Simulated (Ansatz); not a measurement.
**Y2COS MXene monolayer in a perpendicular field**

Aim: how the Y2COS MXene monolayer screens a field along its normal, and what the field does to its bands. A positive field points along +c.

Main program and level: Ansatz 0.2.0; plane-wave DFT, PBEsol-D3(BJ), Ansatz PAW, in the first sound run; inputs show where later runs differ.

Most raw output is cut from this account.

## 1. Starting point

The cell holds 5 atoms: 1 S, 2 Y, 1 C and 1 O. Cell: a = 3.478 Å, b = 3.478 Å, c = 42.797 Å, α = 90.0°, β = 90.0°, γ = 120.0°. Vacuum lies along c.

## 2. Relaxing the slab

The starting cell is a guess, so the in-plane lattice and the atoms are relaxed first, with the slab cut off from its images along the normal.

Contents of input.yaml:

```yaml
crystal:
  lattice:
    - [3.47776, 0.0, 0.0]
    - [-1.73888, 3.0118285083, 0.0]
    - [0.0, 0.0, 42.7972203109]
  atoms:
    - { symbol: S, position: [0.3333333333, 0.6666666667, 0.4311027648] }
    - { symbol: "Y", position: [0.6666666667, 0.3333333333, 0.4753503205] }
    - { symbol: C, position: [0.0, 0.0, 0.5074138852] }
    - { symbol: "Y", position: [0.3333333333, 0.6666666667, 0.5394774499] }
    - { symbol: O, position: [0.6666666667, 0.3333333333, 0.5688972352] }
  periodic: [true, true, false]
kpoints:
  mp_grid: { grid: [12, 12, 1] }
hamiltonian:
  xc: pbesol
  dispersion: d3bj
scf:
  occupations: { method: fermi_dirac, width: 0.05 }
  convergence: { dr2_threshold: 1.0e-09 }
relax:
  f_tol: 0.004
  max_steps: 90
  cell: {}
output:
  write_potential: true
  write_density: true
  volumetric_format: npy
```

The run is started by

```bash
$ ansatz run input.yaml --threads 4 --pin off --max-ram 6144MiB --backend cpu --events-out ev --progress --plain --runs-dir out
```

Elapsed: 51 s, on 4 threads of Intel Xeon Platinum 8488C (Sapphire Rapids), shared host; peak memory 0.89 GiB; 3.2 min of CPU time.

Step by step:

```tsv
step	energy less that of the first step (eV)	largest force component (eV/Å)	volume (Å³)
1	0.0000	5.4016	448.28
2	-1.2357	2.4076	449.70
3	-1.5045	0.6769	457.71
4	-1.5493	0.1444	467.55
5	-1.5502	0.0794	468.79
6	-1.5505	0.0148	470.07
7	-1.5505	0.0070	469.90
8	-1.5506	0.0070	469.73
9	-1.5506	0.0002	469.80
10*	-1.5574	0.0003	469.80
11	-1.5573	0.0026	470.50
12*	-1.5574	0.0026	470.50
```

Relaxation steps marked * repeat the geometry before them on a plane-wave basis chosen anew for their cell, so energy and pressure can jump there.

The run keeps the 6 symmetry operations that it works with, so distortions that break them were not tested.

```tsv
cell as run	before	after	change
a (Å)	3.478	3.563	+2.4 %
b (Å)	3.478	3.563	+2.4 %
```

The atoms that moved most (Å, along periodic axes as changes of fractional coordinates times the final cell, across vacuum about the mean position):

```tsv
atom	dx	dy	dz	length
Y4	0.000	0.000	0.287	0.287
O5	0.000	0.000	-0.279	0.279
S1	0.000	0.000	0.177	0.177
C3	0.000	0.000	-0.105	0.105
Y2	0.000	0.000	-0.080	0.080
```

Final coordinates:

```xyz
5
Lattice="3.5629 0.0000 0.0000 -1.7815 3.0856 0.0000 0.0000 0.0000 42.7972" Properties=species:S:1:pos:R:3
S     0.0000    2.0571   18.6265
Y     1.7815    1.0285   20.2640
C     0.0000    0.0000   21.6111
Y     0.0000    2.0571   23.3753
O     1.7815    1.0285   24.0680
```

This step gave:

* energy at zero smearing: -9287.1166 eV

The lattice constant a goes from 3.478 to 3.563 Å.

## 3. Atoms held, field 0, start network

A sawtooth potential applies the field, turning back in the middle of the vacuum. With the dipole correction the typed value is the field outside the slab. The induced dipole is small, so the SCF threshold is tight.

The cell differs from the one that the last finished run ended in (c 42.797 → 23.442 Å).

Contents of input.yaml:

```yaml
crystal:
  lattice:
    - [3.5629269695, 0.0, 0.0]
    - [-1.7814634847, 3.0855852674, 0.0]
    - [0.0, 0.0, 23.4415356541]
  atoms:
    - { symbol: S, position: [0.3333333333, 0.6666666667, 0.3839338912] }
    - { symbol: "Y", position: [0.6666666667, 0.3333333333, 0.4537880957] }
    - { symbol: C, position: [0.0, 0.0, 0.511255055] }
    - { symbol: "Y", position: [0.3333333333, 0.6666666667, 0.5865128412] }
    - { symbol: O, position: [0.6666666667, 0.3333333333, 0.6160661088] }
kpoints:
  mp_grid: { grid: [18, 18, 1] }
  band_path:
    path: [[0, 0, 0], [0.5, 0, 0], [0.33333333, 0.33333333, 0], [0, 0, 0]]
    npoints: 16
hamiltonian:
  xc: pbesol
  dispersion: d3bj
scf:
  occupations: { method: fermi_dirac, width: 0.05 }
  convergence: { dr2_threshold: 1.0e-10 }
efield:
  axis: 3
  dipole_correction: true
  ramp_position: 0.97
  ramp_width: 0.06
  amplitude: 0
output:
  dos: { projected: true, e_range: [-6, 5] }
  bader: true
  write_potential: true
  write_density: true
  volumetric_format: npy
  elf: true
```

Elapsed: 15 s, on 4 threads; peak memory 0.73 GiB; 60 s of CPU time.

This step gave:

```
energy at zero smearing        : -9287.1208 eV
work function, upper face      : 5.337 eV
work function, lower face      : 6.753 eV
dipole along the normal        : 0.08601 e·Å
step between the vacuum levels : -1.416 eV
```

Running mean over a fixed 2.8 Å (it still follows the layers) of the planar mean; the ramp of the sawtooth is left out. Electron's electrostatic potential energy less the Fermi level against z:

```tsv
z (Å)	electron's electrostatic potential energy less the Fermi level (eV)
3	6.75
4	6.75
5	6.75
6	6.73
7	6.08
8	2.49
9	-1.91
10	-6.52
11	-6.54
12	-5.04
13	-6.53
14	-5.92
15	-2.24
16	3.82
17	5.28
18	5.33
19	5.34
20	5.34
```

The density of states has structure finer than the step of the table below, so its rows give means over 0.25 eV, whole bins alone (the curve runs from -6 to 1.99 eV). Peaks (eV: height): -3.380: 9.93, -2.690: 10.4, -2.500: 10.5, -2.220: 10.6, -2.140: 11.1, -1.670: 10.6, -0.790: 10.3.

Table of density of states by energy, zero at the Fermi level; means over each step:

energy (eV), density of states (states/eV a cell) and a bar:
```
    -4.00        0.0 
    -3.75        0.0 
    -3.50        3.1 ##############
    -3.25        3.8 #################
    -3.00        3.4 ###############
    -2.75        6.3 ############################
    -2.50        6.7 ##############################
    -2.25        6.7 ##############################
    -2.00        1.8 ########
    -1.75        5.6 #########################
    -1.50        2.0 #########
    -1.25        3.9 #################
    -1.00        5.7 ##########################
    -0.75        5.8 ##########################
    -0.50        2.5 ###########
    -0.25        4.3 ###################
     0.00        4.1 ##################
     0.25        4.1 ##################
     0.50        1.1 #####
     0.75        0.6 ###
     1.00        0.1 #
     1.25        0.0
```

Projected DOS per atom over height of the atomic layer and energy from the Fermi level. Layers: S Y C Y O from below.

Ten even steps from '0' (0.00 states/eV) to '9' (3.86 states/eV), each cell a mean:
```
00000
00000
00000
00000
20300
20500
20400
42400
52300
31100
41100
41116
21029
10015
00026
00001
00000
00000
00000
00000
00000
00000
```
Columns: height of the atomic layer (Å) from 9 to 14.4 (not evenly spaced); rows upwards: energy from the Fermi level (eV) from -5.96 to 1.96.

The electronic bands at the labelled points (eV, zero at the Fermi level):

```tsv
point	band 16	band 17	band 18	band 19	band 20	band 21	band 22	band 23
Γ	-0.79	-0.79	-0.09	0.97	0.97	3.86	4.21	4.21
halfway	-1.65	-0.83	-0.76	0.19	0.34	3.11	4.66	4.97
M	-1.64	-1.12	-1.00	-0.26	0.25	2.58	4.93	5.21
halfway	-1.62	-1.41	-0.91	-0.59	-0.16	3.35	4.75	5.17
K	-1.84	-1.47	-1.18	-0.71	-0.35	3.95	4.99	5.09
halfway	-1.81	-1.03	-0.70	-0.18	0.21	3.75	3.95	5.02
Γ	-0.79	-0.79	-0.09	0.97	0.97	3.86	4.21	4.21
```

ELF in the ca plane at fractional y = 0.333, with atoms of Y and O within 0.2 Å of it. It is the smooth field of the valence electrons, not physical close to the nuclei.

Values, 5 rows by 16 columns, each cell a mean:
```
0.00 0.04 0.28 0.27 0.63 0.39 0.21 0.24 0.67 0.51 0.09 0.00 0.00 0.00 0.00 0.00
0.00 0.01 0.05 0.23 0.69 0.61 0.08 0.49 0.62 0.65 0.13 0.01 0.00 0.00 0.00 0.00
0.00 0.04 0.26 0.26 0.66 0.41 0.19 0.26 0.69 0.53 0.09 0.00 0.00 0.00 0.00 0.00
0.01 0.19 0.68 0.66 0.19 0.38 0.48 0.19 0.16 0.10 0.01 0.00 0.00 0.00 0.00 0.00
0.01 0.20 0.69 0.68 0.18 0.40 0.49 0.20 0.14 0.08 0.01 0.00 0.00 0.00 0.00 0.00
```
Columns run along c (16.0 Å, from fractional 0.26 to 0.94 of the cell), rows up along a (3.6 Å). Atoms in or near the plane, at fractional coordinates: Y at (0.45, 0.67), O at (0.62, 0.67).

Electrostatic potential energy in the ca plane at fractional y = 0.333, with atoms of Y and O within 0.2 Å of it. With pseudopotentials it is smooth inside the atoms' cores, unlike the true potential.

Ten even steps from '0' (-45 eV) to '9' (5 eV), each cell a mean:
```
99999999999999999999987544689998888899999999
99999999999999999999985000268999984269999999
99999999999999999999972000058999950028999999
99999999999999999999973000168999961038999999
99999999999999999999986311478999987689999999
99999999999999999999988767889998888899999999
99999999999999999998888888999988767889999999
99999999999999999998889999999988767889999999
99999999999999999999888888899988777899999999
```
Columns run along c (16.0 Å, from fractional 0.08 to 0.76 of the cell; values clipped at the 3rd and 97th percentile), rows up along a (3.6 Å). Atoms in or near the plane, at fractional coordinates: Y at (0.45, 0.67), O at (0.62, 0.67).

Valence density in the ca plane at fractional y = 0.333, with atoms of Y and O within 0.2 Å of it. It is the smooth field of the valence electrons, not physical close to the nuclei.

Ten steps, logarithmic in the rise over the least value, from '0' (0.0 e/Å³) to '9' (6.9 e/Å³), each cell a mean:
```
00000012223455432221234442100000000000000000
00000001124688742111257874200000000000000000
00000001125788852111369995200000000000000000
00000001125788752111358985200000000000000000
00000011223577642211245653100000000000000000
00000112333334332222233321000000000000000000
00000123433222233332333210000000000000000000
00000123443222233333343210000000000000000000
00000123333222233322333221000000000000000000
```
Columns run along c (16.0 Å, from fractional 0.26 to 0.94 of the cell), rows up along a (3.6 Å). Atoms in or near the plane, at fractional coordinates: Y at (0.45, 0.67), O at (0.62, 0.67).

The work function of the upper face is 5.34 eV.

## 4. Single point, field 0.1 V/Å

input.yaml, as its differences from that of step 3:

```diff
@@ -25,8 +25,6 @@
   dipole_correction: true
-  ramp_position: 0.97
-  ramp_width: 0.06
-  amplitude: 0
+  ramp_position: 0.9534
+  ramp_width: 0.0999
+  amplitude: 0.1
 output:
-  dos: { projected: true, e_range: [-6, 5] }
-  bader: true
   write_potential: true
@@ -34,2 +32 @@
   volumetric_format: npy
-  elf: true
```

Run time: 8.7 s. Hardware: 4 threads; peak memory 0.69 GiB; 33 s of CPU time.

The dipole is 0.128 e·Å, 0.0418 e·Å from its value without field.

## 5. Single point, field -0.1 V/Å

input.yaml, as its differences from that of step 4:

```diff
@@ -27,3 +27,3 @@
   ramp_width: 0.0999
-  amplitude: 0.1
+  amplitude: -0.1
 output:
```

Elapsed: 8.4 s, on 4 threads; peak memory 0.7 GiB.

The dipole is 0.0442 e·Å, -0.0418 e·Å from its value without field.

## 6. Atoms held, field 0.5 V/Å

input.yaml, as its differences from that of step 5:

```diff
@@ -25,5 +25,5 @@
   dipole_correction: true
-  ramp_position: 0.9534
-  ramp_width: 0.0999
-  amplitude: -0.1
+  ramp_position: 0.8837
+  ramp_width: 0.2393
+  amplitude: 0.5
 output:
```

It took 8.3 s on 4 threads; peak memory 0.69 GiB; 32 s of CPU time.

The dipole is 0.295 e·Å, 0.209 e·Å from its value without field.

## 7. Atoms held, field -0.3 V/Å

input.yaml, as its differences from that of step 6:

```diff
@@ -25,6 +25,8 @@
   dipole_correction: true
-  ramp_position: 0.8837
-  ramp_width: 0.2393
-  amplitude: 0.5
+  ramp_position: 0.9503
+  ramp_width: 0.1061
+  amplitude: -0.3
 output:
+  dos: { projected: true, e_range: [-6, 5] }
+  bader: true
   write_potential: true
@@ -32 +34,2 @@
   volumetric_format: npy
+  elf: true
```

Elapsed: 17 s, on 4 threads; peak memory 0.71 GiB.

The dipole is -0.0394 e·Å, -0.125 e·Å from its value without field.

## 8. Response, atoms held

This step: plane-wave DFT, PBEsol-D3(BJ), Ansatz PAW; response to a field along the normal, atoms held (Ansatz 0.2.0).

The dipoles give the slope, and the difference of two potentials shows where the field is screened.

This step gave:

| Quantity | Value |
| --- | --- |
| equivalent conductor thickness p/(ε₀AE) | 6.875 Å |
| distance between the outer atoms | 5.442 Å |

The dipole of the cell by applied field:

```tsv
applied field (V/Å)	dipole of the cell (e·Å)
-0.300	-0.0394
-0.100	0.0442
0.000	0.0860
0.100	0.128
0.500	0.295
```

Local field over the applied field, running mean. From the potentials at -0.1 and 0.1 V/Å; running mean over 2.5 Å. Table of local field over applied field by z:

z (Å), local field over applied field and a bar from the least value:
```
      4.5      1.000 ##############################
      5.0      0.998 ##############################
      5.5      0.994 ##############################
      6.0      0.981 #############################
      6.5      0.942 ############################
      7.0      0.851 ##########################
      7.5      0.699 #####################
      8.0      0.520 ################
      8.5      0.334 ##########
      9.0      0.168 #####
      9.5      0.058 ##
     10.0      0.012 
     10.5     -0.002 
     11.0      0.006 
     11.5      0.035 #
     12.0      0.074 ##
     12.5      0.100 ###
     13.0      0.119 ####
     13.5      0.153 #####
     14.0      0.210 ######
     14.5      0.308 #########
     15.0      0.454 ##############
     15.5      0.624 ###################
     16.0      0.778 #######################
     16.5      0.896 ###########################
     17.0      0.960 #############################
     17.5      0.986 ##############################
     18.0      0.995 ##############################
     18.5      0.999 ##############################
     19.0      1.000 ##############################
```

Electrons, planar mean, per unit field. Induced electron density against z:

```tsv
z (Å)	induced electron density (e/Å³ per V/Å)
4.5	1.5e-6
5.0	5.8e-6
5.5	2.2e-5
6.0	7.7e-5
6.5	2.6e-4
7.0	8.0e-4
7.5	0.00209
8.0	0.00366
8.5	0.00280
9.0	9.0e-4
9.5	7.5e-4
10.0	-9.0e-5
10.5	-2.9e-4
11.0	-1.0e-5
11.5	-4.1e-5
12.0	-7.9e-4
12.5	-0.00101
13.0	-2.3e-4
13.5	0.00106
14.0	-3.6e-4
14.5	-0.00156
15.0	-0.00304
15.5	-0.00280
16.0	-0.00138
16.5	-5.3e-4
17.0	-1.9e-4
17.5	-6.1e-5
18.0	-1.9e-5
18.5	-5.7e-6
19.0	-1.7e-6
```

By hand: between -0.1 and 0.1 V/Å the dipole changes by 0.08354 e·Å, a slope of 0.4177 e·Å²/V. A perfect conductor of thickness t has p = ε₀AEt, so t = 180.95 × 0.4177 / 10.994 = 6.88 Å (e/ε₀ = 180.95 V·Å, A in Å²).

The induced dipole is that of a conductor 6.88 Å thick.

## 9. Same geometry, cutoff 420 eV, functional LDA

This step: plane-wave DFT, LDA, Ansatz PAW (Ansatz 0.2.0).

The geometry is kept and the functional is LDA; other changes against the main runs: SCF threshold 1.0e-10 → 1.0e-09 eV, k-mesh 18×18×1 → 6×6×1 and no dispersion term, which doesn't act on the electrons.

Contents of input.yaml:

```yaml
crystal:
  lattice:
    - [3.5629269695, 0.0, 0.0]
    - [-1.7814634847, 3.0855852674, 0.0]
    - [0.0, 0.0, 23.4415356541]
  atoms:
    - { symbol: S, position: [0.3333333333, 0.6666666667, 0.3839338912] }
    - { symbol: "Y", position: [0.6666666667, 0.3333333333, 0.4537880957] }
    - { symbol: C, position: [0.0, 0.0, 0.511255055] }
    - { symbol: "Y", position: [0.3333333333, 0.6666666667, 0.5865128412] }
    - { symbol: O, position: [0.6666666667, 0.3333333333, 0.6160661088] }
kpoints:
  mp_grid: { grid: [6, 6, 1] }
hamiltonian:
  xc: lda
scf:
  occupations: { method: fermi_dirac, width: 0.05 }
  convergence: { dr2_threshold: 1.0e-09 }
efield:
  axis: 3
  dipole_correction: true
  ramp_position: 0.9534
  ramp_width: 0.0999
  amplitude: 0.1
output:
  write_potential: true
  write_density: true
  volumetric_format: npy
```

Run time: 1.9 s. Hardware: 4 threads; peak memory 0.53 GiB.

Numbers from this step:

```
energy at zero smearing : -9162.5213 eV
dipole along the normal : 0.1218 e·Å
```

The dipole is 0.122 e·Å.

## 10. Same geometry, cutoff 420 eV, functional LDA (run 2)

The same run in the opposite field.

input.yaml, as its differences from that of step 9:

```diff
@@ -23,3 +23,3 @@
   ramp_width: 0.0999
-  amplitude: 0.1
+  amplitude: -0.1
 output:
```

Run time: 1.7 s. Hardware: 4 threads; peak memory 0.54 GiB; 6 s of CPU time.

The dipole is 0.0379 e·Å.

## 11. Response at this level

This step: plane-wave DFT, LDA, Ansatz PAW; response to a field along the normal, atoms held (Ansatz 0.2.0).

The two signs of the field give the slope at this level.

This step gave:

- equivalent conductor thickness p/(ε₀AE): 6.905 Å

The induced dipole is that of a conductor 6.90 Å thick.

## 12. Same geometry, cutoff 420 eV, functional PBE

This step: plane-wave DFT, PBE, Ansatz PAW (Ansatz 0.2.0).

The geometry is kept and the functional is PBE; other changes against the main runs: SCF threshold 1.0e-10 → 1.0e-09 eV, k-mesh 18×18×1 → 6×6×1 and no dispersion term, which doesn't act on the electrons.

input.yaml, as its differences from that of step 10:

```diff
@@ -14,3 +14,3 @@
 hamiltonian:
-  xc: lda
+  xc: pbe
 scf:
@@ -23,3 +23,3 @@
   ramp_width: 0.0999
-  amplitude: -0.1
+  amplitude: 0.1
 output:
```

It took 1.7 s on 4 threads; peak memory 0.55 GiB.

The dipole is 0.132 e·Å.

## 13. Same geometry, cutoff 420 eV, functional PBE (run 2)

input.yaml, as its differences from that of step 12:

```diff
@@ -23,3 +23,3 @@
   ramp_width: 0.0999
-  amplitude: 0.1
+  amplitude: -0.1
 output:
```

Wall time 1.9 s (4 threads); peak memory 0.55 GiB; 6.5 s of CPU time.

The dipole is 0.0485 e·Å.

## 14. Response at this level

This step: plane-wave DFT, PBE, Ansatz PAW; response to a field along the normal, atoms held (Ansatz 0.2.0).

The induced dipole is that of a conductor 6.90 Å thick.

## 15. Same geometry, cutoff 500 eV, functional r2SCAN

This step: plane-wave DFT, r2SCAN, Ansatz PAW (Ansatz 0.2.0).

The geometry is kept and the functional is r2SCAN; other changes against the main runs: SCF threshold 1.0e-10 → 1.0e-09 eV, cutoff 420 → 500, k-mesh 18×18×1 → 6×6×1 and no dispersion term, which doesn't act on the electrons.

input.yaml, as its differences from that of step 13:

```diff
@@ -14,3 +14,3 @@
 hamiltonian:
-  xc: pbe
+  xc: r2scan
 scf:
@@ -23,3 +23,3 @@
   ramp_width: 0.0999
-  amplitude: -0.1
+  amplitude: 0.1
 output:
```

Elapsed: 4.2 s, on 4 threads; peak memory 0.98 GiB.

The dipole is 0.139 e·Å.

## 16. Same geometry, cutoff 500 eV, functional r2SCAN (run 2)

input.yaml, as its differences from that of step 15:

```diff
@@ -23,3 +23,3 @@
   ramp_width: 0.0999
-  amplitude: 0.1
+  amplitude: -0.1
 output:
```

Wall time 3.9 s (4 threads); peak memory 0.99 GiB; 14 s of CPU time.

The dipole is 0.0558 e·Å.

## 17. Response at this level

This step: plane-wave DFT, r2SCAN, Ansatz PAW; response to a field along the normal, atoms held (Ansatz 0.2.0).

The induced dipole is that of a conductor 6.83 Å thick.

[end of part 1 of 2]

[Logs are printed without paths, hosts, clocks, repeated set-up lines and the standing remarks that a program may print on its own settings, such as how far it seeks lower states.]

[Hosts, paths, dates, database ids (printed as entryN), source tags and the programs' standing remarks are cut or masked in the printed files.]

[Maps of the electrostatic potential energy from Ansatz leave out the sawtooth potential of an applied field or a dipole correction, so their vacuum need not be flat; planar profiles and work functions include it.]

[The density of states shown here was stored with 400 of the rows of the run's finer table, so its peaks can read low, often by over a quarter, or be missed, and its means over a window can be off by a tenth or more.]
